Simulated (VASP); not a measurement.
# HfC3 (I4/mmm) in VASP: relaxation of cell and atoms with PBE

Aim: the relaxation of cell and atoms of HfC3 with PBE.

Everything below comes from runs of VASP 6.6.1. Logs are shortened: lines on timing, memory, paths and dates and some standing lists are left out, and cuts for length are marked.

### Step 1. The structure

The structure is tetragonal, space group I4/mmm (No. 139). The conventional cell has a = 3.151 Å, b = 3.151 Å, c = 7.892 Å, α = 90.00°, β = 90.00°, γ = 90.00°. Hf (site symmetry 4/mmm) is surrounded by 12 C at 2.23 to 2.52 Å. C (site symmetry -4m2) is surrounded by 8 C at 2.23 to 2.52 Å and 4 Hf at 2.52 Å. C (site symmetry 4/mmm) is surrounded by 4 Hf at 2.23 Å and 8 C at 2.52 Å.

The cell was built by a generator and needn't be a form met in nature.

### Step 2. Relaxation of cell and atoms, PBE

INCAR

```
  PREC = Accurate
  ENCUT = 600
  EDIFF = 1E-6
  ISMEAR = 0
  SIGMA = 0.05
  LREAL = False
  LASPH = True
  NELM = 100
  ALGO = Normal
  ISIF = 3
  LWAVE = False
  LCHARG = False
  GGA = PE
  IBRION = 2
  NSW = 40
  EDIFFG = -0.02
```

KPOINTS

```
regular mesh
0
Gamma
  12 12 12
```

POSCAR

```
HfC3
1.0
   -1.5753900000      1.5753900000      3.9461900000
    1.5753900000     -1.5753900000      3.9461900000
    1.5753900000      1.5753900000     -3.9461900000
Hf C
1 3
Direct
    0.0000000000      0.0000000000      0.0000000000
    0.7500000000      0.2500000000      0.5000000000
    0.2500000000      0.7500000000      0.5000000000
    0.5000000000      0.5000000000      0.0000000000
```

Potentials or basis: VASP PAW PBE potentials, release 64 (Hf_pv, C).

Command:

```sh
> cat potpaw_PBE.64/Hf_pv/POTCAR potpaw_PBE.64/C/POTCAR > POTCAR
> mpirun -np 1 vasp_std > vasp.out
```

OUTCAR:

```text
PREC = Accurate
   ENCUT = 600
   EDIFF = 1E-6
   ISMEAR = 0
   LREAL = False
   LASPH = True
   NELM = 100
   ISIF = 3
   GGA = PE
   IBRION = 2
   NSW = 40
   EDIFFG = -0.02

 ion  position               nearest neighbor table
   1  0.000  0.000  0.000-   4 2.23   4 2.23   4 2.23   4 2.23   3 2.52   2 2.52   3 2.52   3 2.52
                             2 2.52   2 2.52   3 2.52   2 2.52
   2  0.750  0.250  0.500-   1 2.52   1 2.52   1 2.52   1 2.52
   3  0.250  0.750  0.500-   1 2.52   1 2.52   1 2.52   1 2.52
   4  0.500  0.500  0.000-   1 2.23   1 2.23   1 2.23   1 2.23

  LATTYP: Found a body centered tetragonal cell.
 ALAT       =     3.1507800000
 C/A-ratio  =     2.5048972001

  Lattice vectors:

 A1 = (  -1.5753900000,   1.5753900000,   3.9461900000)
 A2 = (   1.5753900000,  -1.5753900000,   3.9461900000)
 A3 = (   1.5753900000,   1.5753900000,  -3.9461900000)

Analysis of symmetry for initial positions (statically):
=====================================================================
 Subroutine PRICEL returns:
 Original cell was already a primitive cell.

 Routine SETGRP: Setting up the symmetry group for a
 body centered tetragonal supercell.

 Subroutine GETGRP returns: Found 16 space group operations
 (whereof 16 operations were pure point group operations)
 out of a pool of 16 trial point group operations.

The static configuration has the point symmetry D_4h.

Analysis of symmetry for dynamics (positions and initial velocities):
=====================================================================
 Subroutine PRICEL returns:
 Original cell was already a primitive cell.

 Routine SETGRP: Setting up the symmetry group for a
 body centered tetragonal supercell.

 Subroutine GETGRP returns: Found 16 space group operations
 (whereof 16 operations were pure point group operations)
 out of a pool of 16 trial point group operations.

The dynamic configuration has the point symmetry D_4h.

 Subroutine INISYM returns: Found 16 space group operations
 (whereof 16 operations are pure point group operations),
 and found     1 'primitive' translations

----------------------------------------------------------------------------------------

                                     Primitive cell

  volume of cell :      39.1755
[... 107 lines left out ...]
   EFERMI =   0.00;   METHOD = LEGACY
   ISMEAR =     0;   SIGMA  =   0.05  broadening in eV -4-tet -1-fermi 0-gaus
   EFERMI_NEDOS =   21; number of points for ismear=-14 and -15
   IALGO  =     38    algorithm
   IMIX   =      4    mixing-type and parameters
     AMIX     =   0.40;   BMIX     =  1.00
     AMIX_MAG =   1.60;   BMIX_MAG =  1.00
  volume/ion in A,a.u.               =       9.79        66.09
  Fermi-wavevector in a.u.,A,eV,Ry     =   1.350655  2.552367 24.820675  1.824268
  Thomas-Fermi vector in A             =   2.478141
   LORBIT       =      0    0 simple, 1 ext, 2 COOP (PROOUT), +10 PAW based schemes
   GGA     = PE    functional components
   LHFCALC =     F    Hartree Fock is set to
   AEXX    =    0.0000 exact exchange contribution
   IVDW    =     0    specifies the selected vdW correction
   LEPSILON=     F    determine dielectric tensor
   LRPA    =     F    only Hartree local field effects (RPA)
 conjugate gradient relaxation of ions
 non-spin polarized calculation
 Gauss-broadening in eV      SIGMA  =   0.05
  energy-cutoff  :      600.00
  volume of cell :       39.18
 maximum number of plane-waves:      1327
   NGX = 19   NGY = 19   NGZ = 19

--------------------------------------- Ionic step        1  -------------------------------------------

 number of electron      22.0000000 magnetization

 Free energy of the ion-electron system (eV)
  ---------------------------------------------------
  ext. energy  EPLUGINS =         0.00000000
  ---------------------------------------------------
  free energy    TOTEN  =       -30.58212160 eV

  energy without entropy =      -30.57919991  energy(sigma->0) =      -30.58066076

------------------------ aborting loop because EDIFF is reached ----------------------------------------

  FORCE on cell =-STRESS in cart. coord.  units (eV):
  Direction    XX          YY          ZZ          XY          YZ          ZX
  --------------------------------------------------------------------------------------
  -------------------------------------------------------------------------------------
  Total       -0.1631151     -0.1631151     -0.2357593      0.0000000      0.0000000      0.0000000
  in kB       -6.6709963     -6.6709963     -9.6419582      0.0000000      0.0000000      0.0000000
  external PRESSURE =      -7.6613170 kB  Pullay stress =       0.0000000 kB
[... 63 lines left out ...]
--------------------------------------- Ionic step        3  -------------------------------------------

 number of electron      22.0000000 magnetization

 Free energy of the ion-electron system (eV)
  ---------------------------------------------------
  ext. energy  EPLUGINS =         0.00000000
  ---------------------------------------------------
  free energy    TOTEN  =       -30.58250859 eV

  energy without entropy =      -30.57958572  energy(sigma->0) =      -30.58104715

 E-fermi :   6.5534     XC(G=0): -12.5348

 val. band max:        6.5477707429   @ k =   0.4167   0.2500  -0.0000
 cond. band min:       6.5554170771   @ k =  -0.0833   0.3333   0.0833
 fundamental gap:      0.0076463341
 Fermi energy:         6.5534025011

 k-point     1 :       0.0000    0.0000    0.0000
  band No.  band energies     occupation
      1     -23.3928      2.00000
      2     -23.0799      2.00000
      3     -23.0799      2.00000
      4      -8.6128      2.00000
      5      -2.8906      2.00000
      6       1.3849      2.00000
      7       1.8734      2.00000
      8       3.0009      2.00000
      9       3.0009      2.00000
     10       3.6604      2.00000
     11       6.5120      1.75857
     12       6.5120      1.75857
     13       9.9144      0.00000
     14      11.0198      0.00000
[... 401 lines left out ...]
      2     -23.3287      2.00000
      3     -23.1551      2.00000
      4      -5.7322      2.00000
      5      -3.5783      2.00000
      6      -1.9349      2.00000
      7       1.0214      2.00000
      8       2.8017      2.00000
      9       3.0404      2.00000
     10       3.6730      2.00000
     11       5.8978      2.00000
     12       7.3386      0.00000
     13       8.8679      0.00000
     14       9.8316      0.00000
     15      10.8526      0.00000

 [... further k-points ...]
[... 5 lines left out ...]
  --------------------------------------------------------------------------------------
  -------------------------------------------------------------------------------------
  Total        0.0454814      0.0454814     -0.0512763      0.0000000     -0.0000000      0.0000000
  in kB        1.8674623      1.8674623     -2.1053967      0.0000000     -0.0000000      0.0000000
  external PRESSURE =       0.5431759 kB  Pullay stress =       0.0000000 kB
[... 19 lines left out ...]
  FREE ENERGIE OF THE ION-ELECTRON SYSTEM (eV)
  ---------------------------------------------------
  free  energy   TOTEN  =       -30.5825085852 eV

  energy  without entropy=      -30.5795857228  energy(sigma->0) =      -30.58104715

 reached required accuracy - stopping structural energy minimisation
```

OSZICAR:

```text
N       E                     dE             d eps       ncg     rms          rms(c)
DAV:   1     0.682783341657E+02    0.68278E+02   -0.13109E+04  4890   0.158E+03
DAV:   2    -0.285172565057E+02   -0.96796E+02   -0.95263E+02  6262   0.289E+02
[... 23 lines left out ...]
   2 F= -.30582306E+02 E0= -.30580843E+02  d E =-.184026E-03
       N       E                     dE             d eps       ncg     rms          rms(c)
DAV:   1    -0.305828876218E+02   -0.58187E-03   -0.12610E-02  4904   0.983E-01    0.339E-01
DAV:   2    -0.305826253175E+02    0.26230E-03   -0.71145E-04  6024   0.213E-01    0.150E-01
DAV:   3    -0.305825311322E+02    0.94185E-04   -0.36830E-04  6381   0.135E-01    0.796E-02
DAV:   4    -0.305825076222E+02    0.23510E-04   -0.84147E-05  6493   0.605E-02    0.724E-02
DAV:   5    -0.305825085852E+02   -0.96298E-06   -0.43694E-06  5772   0.157E-02
   3 F= -.30582509E+02 E0= -.30581047E+02  d E =-.386981E-03
```

CONTCAR:

```text
HfC3
   1.00000000000000
    -1.5735791036873630    1.5735791036873630    3.9396337118272076
     1.5735791036873630   -1.5735791036873630    3.9396337118272076
     1.5735791036873630    1.5735791036873630   -3.9396337118272076
  Hf              C
     1     3
Direct
     0.0000000000000000    0.0000000000000000    0.0000000000000000
     0.7500000000000000    0.2500000000000000    0.5000000000000000
     0.2500000000000000    0.7500000000000000    0.5000000000000000
     0.5000000000000000    0.5000000000000000    0.0000000000000000

  0.00000000E+00  0.00000000E+00  0.00000000E+00
  0.00000000E+00  0.00000000E+00  0.00000000E+00
  0.00000000E+00  0.00000000E+00  0.00000000E+00
  0.00000000E+00  0.00000000E+00  0.00000000E+00
```

Wall time 3.5 min (1 thread of Intel Xeon Platinum 8488C (Sapphire Rapids), shared host); peak memory 0.29 GiB.

What came out:

```
Free energy                            : -30.5825 eV
Relaxed volume                         : 9.76 Å³/atom
Relaxed cell                           : a = 4.525 Å, b = 4.525 Å, c = 4.525 Å, α = 139.30°, β = 139.30°, γ = 58.92°
Space group after relaxing (to 0.05 Å) : I4/mmm (No. 139)
Energy gained by relaxing              : 0.1 meV/atom
Ionic steps                            : 3
Pressure after relaxing                : 0.1 GPa
Band gap on the k mesh                 : none (metal or under the smearing width)
```

Stress tensor (GPa, compression positive):
```
 0.19  0.00  0.00
 0.00  0.19  0.00
 0.00  0.00 -0.21
```

The path:
| step | energy change (eV) | largest force (eV/Å) | pressure (GPa) | volume (Å³) |
| --- | --- | --- | --- | --- |
| 1 | 0.0000 | 0.0000 | -0.77 | 39.18 |
| 2 | -0.0002 | 0.0000 | 0.64 | 38.91 |
| 3 | -0.0004 | 0.0000 | 0.05 | 39.02 |

Final structure:
```
Hf C
1.0
    -1.57358    1.57358    3.93963
     1.57358   -1.57358    3.93963
     1.57358    1.57358   -3.93963
Hf C
1 3
Direct
  0.00000 0.00000 0.00000
  0.75000 0.25000 0.50000
  0.25000 0.75000 0.50000
  0.50000 0.50000 0.00000
```

The run has no spin-orbit coupling, so splittings on Hf are missing.

### Step 3. For comparison

An earlier run on the cell as given: functional PBE; potentials or basis VASP PAW PBE potentials, release 64 (Hf_pv, C); cutoff 520 eV; k mesh 12 × 12 × 12; occupations fermi-dirac, width 0.05 eV; no spin polarisation.

- Pressure: -0.7 GPa
- Band gap on the k mesh: none (metal or under the smearing width)
